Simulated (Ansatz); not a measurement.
AlSb (F-43m), r2SCAN with spin-orbit coupling, rigid bands (Ansatz, a program for electronic structure): N_c = 4.06e19 cm⁻³ at 300 K and an electron conductivity mass of 0.354 mₑ.

Question: For 1e17 electrons per cm³ at 300 K, place the Fermi level, estimate the Seebeck coefficient of a parabolic band with constant τ, and give mobility and conductivity for τ = 20 fs.

Answer: The level lies k_BT ln(N_c/n) = 0.155 eV below the conduction-band minimum. S ≈ −(k_B/e)[ln(N_c/n) + 5/2] = -733 μV/K, against -723 μV/K from the full bands (mean over directions). μ = eτ/m = 99.4 cm²/(V·s) and σ = neμ = 1.59 S/cm. τ is assumed, not computed.

Band transport and this doping are assumed; polarons and phonon drag are left out.
